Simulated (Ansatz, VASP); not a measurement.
**Na (linear Na chain) in two plane-wave programs**

Aim: how closely do two programs agree when they are given the same cell, functional and k mesh? The structure shown is the end of the Ansatz relaxation below.

Program: Ansatz 0.2.0. Level of theory: plane waves, with VASP 6.6.1 beside it; single point at PBE. Results are calculated unless marked as measured.

### 1. Set-up

The cell holds 1 atom: 1 Na. Its edges and angles: a = 12.000 Å, b = 12.000 Å, c = 3.316 Å, α = 90.0°, β = 90.0°, γ = 90.0°. Vacuum lies along a and b. The structure's axis is c.

### 2. Ansatz: relaxation, PBE

Ansatz runs on its default PAW (the set named soft_2) files.

This run makes the geometry at which the two programs are then compared.

input.yaml reads:

```yaml
crystal:
  lattice:
    - [12.0, 0.0, 0.0]
    - [0.0, 12.0, 0.0]
    - [0.0, 0.0, 3.0876]
  atoms:
    - { symbol: Na, position: [0.5, 0.5, 0.0], spin: 0.5 }
magnetization:
  spin_polarized: true
kpoints:
  mp_grid: { grid: [1, 1, 26] }
scf:
  occupations: { method: fermi_dirac, width: 0.05 }
hamiltonian:
  xc: pbe
relax:
  cell: { fix: [a, b, alpha, beta, gamma] }
  max_steps: 60
```

Started as:

```bash
ansatz run input.yaml --threads 4 --pin off --max-ram 16384MiB --backend cpu --events-out ev --progress --plain --runs-dir out
```

Numbers of over 12 decimals in the logs are rounded to 6 here.

Log:

```text
Engine: ansatz 0.2.0, x86_64-unknown-linux-gnu
Pseudopotentials: kind: paw
Pseudopotential: Na, paw, valence charge 9, recommended cutoff 420 eV (normal), Na.paw.azcp
Functional definition: PBE
  parameter kappa = 0.804
  parameter beta = 0.066725
  exchange = pbe_x(kappa = kappa, mu = beta*pi^2/3)
  correlation = pbe_c(beta = beta)
Crystal: 1 atoms, lattice volume = 444.614 Å³
Basis set: ecut = 420 eV, 8691 PW (Γ), exchange–correlation on 162×162×48 points (8 copies of the dense FFT grid, shifted against one another)
Bands: 9, of which v1, the nominal top of the filled ones, is band 5 counted from 1 (4 counted from 0)
Symmetry: 16 space group operations
Space group: P4/mmm (ITA 123), of the structure as read, at distance tolerance 7.6e-5 Å
Magnetic group: BNS 123.339 (UNI 999), of the structure as read, at distance tolerance 7.6e-5 Å
k-points: 14 of 26
Non-local potential: Na, projectors of the file, l = 0: 3, l = 1: 2, l = 2: 1
PAW form: soft (Blöchl's): semilocal exchange-correlation on the pseudo side does not see the compensation charge
PAW one-centre angular grid: Na, 110 points (default); XC on 64 Gauss nodes
Initial density: superposition of atomic densities (neutral atoms: chi_scale 0, normalization atom)
Starting moments: Σ|m| = 0.5 μB on 1 of 1 site
Initial wavefunctions: pseudopotential atomic-orbital guess
Functional: x = pbe(κ = 0.804, μ = 0.219515), c = pbe(β = 0.066725)
iter 1 solved again at ethr=2.89e-4 eV; its pass at ethr=3.10e-3 eV (dr2=2.60e-2 eV) is discarded
SCF iter   1: F=—  HF=-1485.703629 eV  |F-HF|=—  |Δ(HF+E_count)|=         —  Δρ=1.04e-2 (↑1.04e-2 ↓9.96e-3)  dr2=2.69e-2  dr2_m=4.23e-1  M=0.016 μB ∫|m|=0.032 μB  β_m=0.30  ethr=2.89e-4  ⟨swp⟩=1.0  Hψ=2474  notcnv=0
preconditioner: auto → Resta (q_TF=auto, 1.424 Å⁻¹)  ε∞=1.2  [insulator: Δε(μ)=0.199 eV  Ē_g=3.855 eV  σ=0.050 eV  W_gap=0.76  n_scr=20 (ndim 8)  ℏωp=1.8 eV  f_vac=0.742  D(μ)=0.38/eV (n_scr^D=0)  ε∞_Penn≈1.2  vacuum switching on, ρ_ref=1.1e-3 e/Å³]
spin=Collinear: Resta preconditioning applied to the charge; magnetization (m = ρ↑ − ρ↓) channel mixes plain (no charge-response kernel on spin).
SCF iter   2: F=—  HF=-1485.752516 eV  |F-HF|=—  |Δ(HF+E_count)|=   4.89e-2  Δρ=7.39e-3 (↑7.39e-3 ↓7.13e-3)  dr2=1.37e-2  dr2_m=2.14e-1  M=0.011 μB ∫|m|=0.024 μB  β_m=0.30  ethr=2.89e-4  ⟨swp⟩=2.0  Hψ=332  notcnv=0
SCF iter   3: F=—  HF=-1485.777858 eV  |F-HF|=—  |Δ(HF+E_count)|=   2.53e-2  Δρ=5.24e-3 (↑5.09e-3 ↓5.24e-3)  dr2=7.16e-5  dr2_m=1.09e-1  M=0.008 μB ∫|m|=0.017 μB  β_m=0.30  ethr=1.53e-4  ⟨swp⟩=3.0  Hψ=452  notcnv=0
SCF iter   4: F=—  HF=-1485.790208 eV  |F-HF|=—  |Δ(HF+E_count)|=   1.23e-2  Δρ=3.71e-3 (↑3.65e-3 ↓3.71e-3)  dr2=2.00e-5  dr2_m=5.52e-2  M=0.006 μB ∫|m|=0.012 μB  β_m=0.30  ethr=7.96e-7  ⟨swp⟩=2.0  Hψ=423  notcnv=0
SCF iter   5: F=—  HF=-1485.796404 eV  |F-HF|=—  |Δ(HF+E_count)|=   6.20e-3  Δρ=2.63e-3 (↑2.63e-3 ↓2.62e-3)  dr2=2.16e-6  dr2_m=2.80e-2  M=0.004 μB ∫|m|=0.009 μB  β_m=0.30  ethr=2.22e-7  ⟨swp⟩=2.0  Hψ=484  notcnv=0
SCF iter   6: F=—  HF=-1485.799498 eV  |F-HF|=—  |Δ(HF+E_count)|=   3.09e-3  Δρ=1.87e-3 (↑1.87e-3 ↓1.87e-3)  dr2=3.77e-8  dr2_m=1.43e-2  M=0.003 μB ∫|m|=0.007 μB  β_m=0.30  ethr=2.40e-8  ⟨swp⟩=2.3  Hψ=492  notcnv=0
Mixer restart at iter 6: flushing history
spin-set hold released at iteration 6 (site moments contracting): the magnetisation degrees of freedom join the quasi-Newton model from the next iteration; the mixer history was flushed
SCF iter   7: F=—  HF=-1485.801078 eV  |F-HF|=—  |Δ(HF+E_count)|=   1.58e-3  Δρ=1.34e-3 (↑1.33e-3 ↓1.34e-3)  dr2=2.19e-8  dr2_m=7.27e-3  M=0.002 μB ∫|m|=0.005 μB  β_m=0.65  ethr=4.19e-10  ⟨swp⟩=3.0  Hψ=556  notcnv=0
SCF iter   8: F=—  HF=-1485.802716 eV  |F-HF|=—  |Δ(HF+E_count)|=   1.64e-3  Δρ=1.48e-5 (↑1.48e-5 ↓1.47e-5)  dr2=1.56e-9  dr2_m=8.86e-7  M=0.000 μB ∫|m|=0.000 μB  β_m=0.82  ethr=2.43e-10  ⟨swp⟩=3.5  Hψ=658  notcnv=0
[...]
spin=Collinear: Resta preconditioning applied to the charge; magnetization (m = ρ↑ − ρ↓) channel mixes plain (no charge-response kernel on spin).
[...]
the starting moments were not kept: the SCF closed with an absolute magnetisation of 3.1e-6 μB, where they sum to 0.5 μB in size (1 site). That is at most 0.1 of that sum. Measured as dr2_m measures the in/out step, that magnetisation stands 9.8e-13 eV from none, at or under the dr2_threshold of 6.5e-9 eV: it is no larger than a step whose dr2_m would equal this threshold.
SCF 4 converged in 6 iterations: F = -1485.822660 eV  dr2 = 5.51e-12
relax step   4: F+E_penalty+E_count = -1485.82265978 eV  Δ(F+E_penalty+E_count) = -1.549e-3 eV  max|allowed force component| = 0.000e0 eV/Å  Δτ_max = 0.0000 Å  P = +0.000 GPa  Ω = 477.478 Å³  energy of the carried Pulay correction = -2.430e-5 eV  fix = [a, b, alpha, beta, gamma]  reactions: a -0.004, b -0.004 GPa  (6 SCF iters, dr2 threshold 6.49e-9 eV, accepted)
Initial wavefunctions: pseudopotential atomic-orbital guess (no wavefunctions were taken with the density)
[...]
preconditioner: auto → Resta (q_TF=auto, 1.407 Å⁻¹)  ε∞=1.2  [insulator: Δε(μ)=0.264 eV  Ē_g=3.479 eV  σ=0.050 eV  W_gap=0.87  n_scr=20 (ndim 8)  ℏωp=1.7 eV  f_vac=0.767  D(μ)=0.39/eV (n_scr^D=0)  ε∞_Penn≈1.2  vacuum switching on, ρ_ref=8.8e-4 e/Å³]
spin=Collinear: Resta preconditioning applied to the charge; magnetization (m = ρ↑ − ρ↓) channel mixes plain (no charge-response kernel on spin).
[...]
SCF iter   7: F=—  HF=-1485.822728 eV  |F-HF|=—  |Δ(HF+E_count)|=   9.95e-7  Δρ=1.11e-7 (↑1.11e-7 ↓1.10e-7)  dr2=1.67e-9  dr2_m=7.07e-15  M=-0.000 μB ∫|m|=0.000 μB  β_m=0.82  ethr=1.62e-10  ⟨swp⟩=1.9  Hψ=350  notcnv=0
SCF iter   8: F=—  HF=-1485.822728 eV  |F-HF|=—  |Δ(HF+E_count)|=   9.34e-9  Δρ=5.64e-8 (↑5.63e-8 ↓5.64e-8)  dr2=5.00e-10  dr2_m=1.24e-15  M=-0.000 μB ∫|m|=0.000 μB  β_m=0.91  ethr=1.85e-11  ⟨swp⟩=1.6  Hψ=270  notcnv=0
SCF iter   9: F=—  HF=-1485.822761 eV  |F-HF|=—  |Δ(HF+E_count)|=   3.27e-5  Δρ=2.91e-7 (↑2.91e-7 ↓2.91e-7)  dr2=1.58e-9  dr2_m=4.37e-16  M=-0.000 μB ∫|m|=0.000 μB  β_m=0.91  ethr=5.56e-12  ⟨swp⟩=3.3  Hψ=500  notcnv=0
SCF iter  10: F=—  HF=-1485.822761 eV  |F-HF|=—  |Δ(HF+E_count)|=  8.56e-10  Δρ=2.87e-7 (↑2.87e-7 ↓2.87e-7)  dr2=1.55e-9  dr2_m=4.03e-16  M=-0.000 μB ∫|m|=0.000 μB  β_m=0.73  ethr=5.56e-12  ⟨swp⟩=1.0  Hψ=252  notcnv=0
SCF iter  11: F=—  HF=-1485.822761 eV  |F-HF|=—  |Δ(HF+E_count)|=   1.51e-9  Δρ=2.83e-7 (↑2.83e-7 ↓2.83e-7)  dr2=1.59e-9  dr2_m=5.86e-16  M=-0.000 μB ∫|m|=0.000 μB  β_m=0.59  ethr=5.56e-12  ⟨swp⟩=1.5  Hψ=266  notcnv=0
SCF iter  12: F=—  HF=-1485.822761 eV  |F-HF|=—  |Δ(HF+E_count)|=   2.13e-8  Δρ=2.03e-7 (↑2.03e-7 ↓2.02e-7)  dr2=1.03e-9  dr2_m=2.30e-14  M=-0.000 μB ∫|m|=0.000 μB  β_m=0.80  ethr=5.56e-12  ⟨swp⟩=1.6  Hψ=270  notcnv=0
SCF iter  13: F=—  HF=-1485.822761 eV  |F-HF|=—  |Δ(HF+E_count)|=   1.47e-8  Δρ=2.58e-7 (↑2.58e-7 ↓2.58e-7)  dr2=1.33e-9  dr2_m=3.55e-16  M=-0.000 μB ∫|m|=0.000 μB  β_m=0.77  ethr=5.56e-12  ⟨swp⟩=1.6  Hψ=270  notcnv=0
SCF iter  14: F=—  HF=-1485.822761 eV  |F-HF|=—  |Δ(HF+E_count)|=   1.50e-8  Δρ=1.97e-7 (↑1.97e-7 ↓1.96e-7)  dr2=8.16e-10  dr2_m=2.52e-15  M=-0.000 μB ∫|m|=0.000 μB  β_m=0.88  ethr=5.56e-12  ⟨swp⟩=1.6  Hψ=270  notcnv=0
SCF iter  15: F=—  HF=-1485.822761 eV  |F-HF|=—  |Δ(HF+E_count)|=   1.97e-8  Δρ=2.67e-8 (↑2.67e-8 ↓2.67e-8)  dr2=1.57e-11  dr2_m=2.28e-15  M=-0.000 μB ∫|m|=0.000 μB  β_m=0.94  ethr=5.56e-12  ⟨swp⟩=1.9  Hψ=276  notcnv=0
SCF iter  16: F=-1485.822761 eV  HF=-1485.822761 eV  |F-HF|=0.00e0  |Δ(HF+E_count)|=  3.97e-10  Δρ=5.01e-10 (↑4.73e-10 ↓5.01e-10)  dr2=5.47e-15  dr2_m=1.47e-17  M=-0.000 μB ∫|m|=0.000 μB  ethr=1.00e-12  ⟨swp⟩=4.9  Hψ=692  notcnv=0
the starting moments were not kept: the SCF closed with an absolute magnetisation of 2.7e-9 μB, where they sum to 0.5 μB in size (1 site). That is at most 0.1 of that sum. Measured as dr2_m measures the in/out step, that magnetisation stands 2.8e-19 eV from none, at or under the dr2_threshold of 1.0e-11 eV: it is no larger than a step whose dr2_m would equal this threshold.
SCF 5 converged in 16 iterations: F = -1485.822761 eV  dr2 = 5.47e-15
relax step   5: F+E_penalty+E_count = -1485.82276075 eV  Δ(F+E_penalty+E_count) = -1.010e-4 eV  max|allowed force component| = 0.000e0 eV/Å  Δτ_max = 0.0000 Å  P = +0.001 GPa  Ω = 477.478 Å³  fix = [a, b, alpha, beta, gamma]  reactions: a -0.003, b -0.003 GPa  stress off target by 9.92e-3 GPa on what of the cell is left free  SCF on the basis re-selected at this cell (its energy is not comparable with the rows above)  (16 SCF iters)
basis re-selected at this cell: Δ(F+E_penalty+E_count) = -1.010e-4 eV, ΔP = +0.001 GPa vs the last step (what re-selecting the basis moved, of the pressure what is left beyond the Pulay correction that the steps carried, after the strain that the cell walked since its last selection, with what the two solves' SCF thresholds leave and, on support functions, any second-order correction that the steps lacked; it is no measure of the basis error at this ecutwfc). This SCF's stress stands 9.92e-3 GPa from its target on what of the cell is left free (relax.cell.stress_tol is 5.00e-2 GPa) and its largest allowed force component is 0.00e0 eV/Å (relax.f_tol is 1.00e-2 eV/Å): [rest of the remark cut]
SCF converged after 16 iterations
Magnetization: -0.0000 μB (4.5000 up, 4.5000 down)
Absolute magnetization: 0.0000 μB (∫|ρ↑−ρ↓|, with the PAW one-centre terms)
Spin contamination: 0.0000 ħ² per cell (⟨S²⟩ above its minimum at these occupations)
Per-site moments (μB) at R_I (Å): [(-1.7826073210253467e-10, 1.367775)]
Free energy (F): -1485.822761 eV
Harris-Foulkes:  -1485.822761 eV  (|F-HF|=0.00e0)
Internal energy: -1485.818930 eV  (E = F + TS)
E sigma→0 (E₀):  -1485.820845 eV
Entropy (-TS):   -0.003831 eV (-3.831 meV/atom)
Fermi energy:    -2.591020 eV
--- Per-component energies (eV) ---
  E_band       = -282.768795
  E_kinetic    = 119.779866
  E_local      = -2311.761306  (includes V_loc(G=0)·N_el)
  E_nonlocal   = 115.091657
  E_hartree    = 941.264155
  E_xc         = -37.624436
  E_vxc        = -48.299036  (∫ρ·V_xc dr)
  E_paw        = -263.230236  (= ΣΔE_a)
  E_vpaw       = -40.108253  (= ΣTr[D̂ρ^β])
  E_aug_tail   = -0.000031  (compensation charges beyond the density's cutoff)
  E_ewald      = -49.338598
  E_smearing   = -0.003831  (= −TS)
  E_closure    = 0.000000  (closes the sum)
  Σ components = -1485.822761   (vs F -1485.822761, Δ=0.00e0)
--- Forces (eV/Å), atoms counted from 1 ---
  atom   1  Na     0.00000000     0.00000000     0.00000000
  max |Σ_I F_I| component: 0.00e0 eV/Å
--- Stress (GPa, compression-positive) ---
       -0.003444       0.000000       0.000000
        0.000000      -0.003444       0.000000
        0.000000       0.000000       0.009921
  P = ⅓ Tr σ = 0.0010 GPa (0.010 kbar)
--- Relaxed structure (4 steps of the walk, 4 accepted, 1 SCFs on fresh bases) ---
  F+E_penalty+E_count = -1485.82276075 eV   max|allowed force component| = 0.000e0 eV/Å   (the final SCF, on the basis selected at the relaxed cell)
  cell:  # Å, volume = 477.4778 Å³
    - [12.0, 0.0, 0.0]
    - [0.0, 12.0, 0.0]
    - [0.0, 0.0, 3.315818]
  atoms:
    - { symbol: Na, position: [0.5, 0.5, 0.0] }
```

### 3. VASP: single point, PBE

The same cell, functional, mesh and smearing now go to VASP, with its own data sets.

Lines of VASP's logs that name or quote its potential files are left out, and so is its time.

INCAR reads:

```
SYSTEM = Na
PREC = Accurate
ENCUT = 500
EDIFF = 1E-06
NELM = 200
ISMEAR = -1
SIGMA = 0.05
LREAL = .FALSE.
ALGO = Normal
GGA = PE
NBANDS = 10
ISPIN = 2
MAGMOM = -0
LORBIT = 11
LWAVE = .FALSE.
LCHARG = .FALSE.
ISIF = 2
LASPH = .TRUE.
GGA_COMPAT = .FALSE.
```

POSCAR reads:

```
Na
1.0
   12.0000000000      0.0000000000      0.0000000000
    0.0000000000     12.0000000000      0.0000000000
    0.0000000000      0.0000000000      3.3158182559
Na
1
Direct
    0.5000000000      0.5000000000      0.0000000000
```

KPOINTS reads:

```
Automatic mesh
0
Gamma
1 1 26
0 0 0
```

The projector-augmented-wave data sets are Na_pv (PBE family, release 64).

Started as:

```bash
mpirun -np 1 vasp_std
```

Log:

```text
[banner, memory and clock lines left out]
running    1 mpi-ranks, on    1 nodes
 distrk:  each k-point on    1 cores,    1 groups
 distr:  one band on    1 cores,    1 groups

 POSCAR found type information on POSCAR Na
 POSCAR found :  1 types and       1 ions
 LDA part: xc-table for (Slater+PW92), standard interpolation
 POSCAR, INCAR and KPOINTS ok, starting setup
 FFT: planning ... GRIDC
 FFT: planning ... GRID_SOFT
 FFT: planning ... GRID
 WAVECAR not read
 entering main loop
       N       E                     dE             d eps       ncg     rms          rms(c)
DAV:   1     0.128064359575E+02    0.12806E+02   -0.29139E+03   784   0.353E+02
DAV:   2    -0.341080005428E+00   -0.13148E+02   -0.13126E+02   622   0.108E+02
DAV:   3    -0.709050373477E+00   -0.36797E+00   -0.36769E+00   680   0.189E+01
DAV:   4    -0.715618722204E+00   -0.65683E-02   -0.65679E-02   646   0.251E+00
DAV:   5    -0.715847081860E+00   -0.22836E-03   -0.22836E-03   672   0.436E-01    0.263E-01
DAV:   6    -0.718113230528E+00   -0.22661E-02   -0.10592E-03   578   0.194E-01    0.191E-01
DAV:   7    -0.717303744749E+00    0.80949E-03   -0.61420E-03   572   0.407E-01    0.423E-02
DAV:   8    -0.717029794973E+00    0.27395E-03   -0.11022E-03   572   0.125E-01    0.247E-02
DAV:   9    -0.716914363586E+00    0.11543E-03   -0.10234E-04   648   0.416E-02    0.143E-02
DAV:  10    -0.717085494701E+00   -0.17113E-03   -0.60907E-05   576   0.386E-02    0.116E-02
DAV:  11    -0.717418927609E+00   -0.33343E-03   -0.16131E-04   568   0.333E-02    0.517E-03
DAV:  12    -0.717506899023E+00   -0.87971E-04   -0.15513E-05   576   0.236E-02    0.293E-03
DAV:  13    -0.717596558000E+00   -0.89659E-04   -0.13434E-05   572   0.135E-02    0.163E-03
DAV:  14    -0.717631973424E+00   -0.35415E-04   -0.60502E-06   576   0.134E-02    0.105E-03
DAV:  15    -0.717652978250E+00   -0.21005E-04   -0.34278E-06   572   0.107E-02    0.823E-04
DAV:  16    -0.717673542818E+00   -0.20565E-04   -0.63702E-06   572   0.118E-02    0.389E-04
DAV:  17    -0.717674964315E+00   -0.14215E-05   -0.16451E-06   576   0.729E-03    0.233E-04
DAV:  18    -0.717675261723E+00   -0.29741E-06   -0.50891E-07   590   0.443E-03
   1 F= -.71767526E+00 E0= -.71576168E+00  d E =-.382716E-02  mag=    -0.0000
```

Parts of OUTCAR (step 3):

```text
ion  position               nearest neighbor table
   1  0.500  0.500  0.000-

  LATTYP: Found a simple tetragonal cell.
 ALAT       =    12.0000000000
 C/A-ratio  =     0.2763181880

 Subroutine GETGRP returns: Found 16 space group operations
 (whereof 16 operations were pure point group operations)

The static configuration has the point symmetry D_4h.

 Found     14 irreducible k-points:

   k-points           NKPTS =     14   k-points in BZ     NKDIM =     14   number of bands    NBANDS=     10

   dimension x,y,z NGX =    90 NGY =   90 NGZ =   24
   dimension x,y,z NGXF=   180 NGYF=  180 NGZF=   48

   ENCUT  =  500.0 eV  36.75 Ry    6.06 a.u.  21.88 21.88  6.05*2*pi/ulx,y,z

   NELECT =       7.0000    total number of electrons

 k-points in reciprocal lattice and weights: Automatic mesh
   0.00000000  0.00000000  0.00000000       0.038
   0.00000000  0.00000000  0.03846154       0.077
   0.00000000  0.00000000  0.07692308       0.077
   0.00000000  0.00000000  0.11538462       0.077
   0.00000000  0.00000000  0.15384615       0.077
   0.00000000  0.00000000  0.19230769       0.077
   0.00000000  0.00000000  0.23076923       0.077
   0.00000000  0.00000000  0.26923077       0.077
   0.00000000  0.00000000  0.30769231       0.077
[...]
0.00000000  0.00000000  0.46153846       0.077
   0.00000000  0.00000000  0.50000000       0.038

 average (electrostatic) potential at core
       1 -53.8372

 E-fermi :  -2.7008

 spin component 1
 k-point     1 :       0.0000    0.0000    0.0000
  band No.  band energies     occupation
      1     -28.0499      1.00000
      2     -28.0499      1.00000
      3     -28.0070      1.00000
      4      -3.5751      1.00000
      5      -1.1197      0.00000
      6      -1.1197      0.00000
      7      -0.1848      0.00000
      8       0.2865      0.00000
      9       0.8576      0.00000
    ...

 k-point     2 :       0.0000    0.0000    0.0385
  band No.  band energies     occupation
      1     -28.0498      1.00000
      2     -28.0498      1.00000
      3     -28.0079      1.00000
      4      -3.5543      1.00000
      5      -1.1001      0.00000
      6      -1.1001      0.00000
      7      -0.1646      0.00000
      8       0.3067      0.00000
      9       0.8778      0.00000
    ...

 k-point     3 :       0.0000    0.0000    0.0769
  band No.  band energies     occupation
      1     -28.0496      1.00000
      2     -28.0496      1.00000
      3     -28.0105      1.00000
      4      -3.4919      1.00000
      5      -1.0412      0.00000
      6      -1.0412      0.00000
      7      -0.1039      0.00000
      8       0.3674      0.00000
      9       0.9385      0.00000
    ...

 k-point     4 :       0.0000    0.0000    0.1154
  band No.  band energies     occupation
      1     -28.0491      1.00000
      2     -28.0491      1.00000
      3     -28.0146      1.00000
      4      -3.3882      1.00000
      5      -0.9430      0.00000
      6      -0.9430      0.00000
      7      -0.0030      0.00000
      8       0.4686      0.00000
      9       1.0396      0.00000
    ...

 k-point     5 :       0.0000    0.0000    0.1538
  band No.  band energies     occupation
      1     -28.0486      1.00000
      2     -28.0486      1.00000
      3     -28.0200      1.00000
      4      -3.2435      0.99998
      5      -0.8056      0.00000
      6      -0.8056      0.00000
      7       0.1381      0.00000
      8       0.6102      0.00000
      9       1.1812      0.00000
    ...

 k-point     6 :       0.0000    0.0000    0.1923
  band No.  band energies     occupation
      1     -28.0479      1.00000
      2     -28.0479      1.00000
      3     -28.0263      1.00000
      4      -3.0582      0.99921
      5      -0.6289      0.00000
      6      -0.6289      0.00000
      7       0.3191      0.00000
      8       0.7923      0.00000
      9       1.3632      0.00000
    ...

  Total       -0.0171351     -0.0171351      0.0245692     -0.0000000      0.0000000      0.0000000
  in kB       -0.0574970     -0.0574970      0.0824420     -0.0000000      0.0000000      0.0000000
  external PRESSURE =      -0.0108506 kB  Pullay stress =       0.0000000 kB

  energy-cutoff  :      500.00
  volume of cell :      477.48
      direct lattice vectors                 reciprocal lattice vectors
    12.000000000  0.000000000  0.000000000     0.083333333  0.000000000  0.000000000
     0.000000000 12.000000000  0.000000000     0.000000000  0.083333333  0.000000000
     0.000000000  0.000000000  3.315818256     0.000000000  0.000000000  0.301584684

 POSITION                                       TOTAL-FORCE (eV/Angst)
 -----------------------------------------------------------------------------------
      6.00000      6.00000      0.00000         0.000000      0.000000      0.000000
 -----------------------------------------------------------------------------------
    total drift:                                0.000000     -0.000000     -0.000000

  FREE ENERGIE OF THE ION-ELECTRON SYSTEM (eV)
  ---------------------------------------------------
  free  energy   TOTEN  =        -0.7176752617 eV

  energy  without entropy=       -0.7138481026  energy(sigma->0) =       -0.71576168

 total charge
# of ion       s       p       d       tot
------------------------------------------
    1        0.125   5.944   0.000   6.068

 magnetization (x)
# of ion       s       p       d       tot
------------------------------------------
    1        0.000  -0.000   0.000  -0.000

[... 6 further parts left out ...]
```

This run allows spin, but its moments start at zero, where symmetry between the spins tends to hold them. Its electron count is odd, so without a moment it is a metal by construction.

### 4. Differences

Known differences besides the potentials themselves: the data sets hold 9 valence electrons in Ansatz (on its default PAW (the set named soft_2) files) and 7 in VASP; the cutoff is 420 eV in Ansatz and 500 eV in VASP; Ansatz's pressure holds a Pulay correction, VASP's none. Total energies have different zeros and are not compared.

Both answers:

```tsv
quantity	Ansatz	VASP	difference
pressure (GPa)	0.00	0.00	0.00
```

### 5. What came out

| Item | Value |
| --- | --- |
| difference in pressure (single point, PBE) | 0.0021 GPa |

The difference in pressure is 0.0021 GPa (single point, PBE), within the 1 GPa picked in this series as the mark of a large difference. The data sets hold unlike numbers of valence electrons (9 in Ansatz and 7 in VASP), so part of the differences comes from the potentials. Such differences can come from data sets, numerical settings and the points named under the comparisons, not from the functional's error against experiment.

[Lines on the potential files, build, host, timing and source positions are cut from VASP's logs without a mark.]

[Logs are printed without paths, hosts, clocks, repeated set-up lines and the standing remarks that a program may print on its own settings, such as how far it seeks lower states.]

[Hosts, paths, dates, database ids (printed as entryN), source tags and the programs' standing remarks are cut or masked in the printed files.]
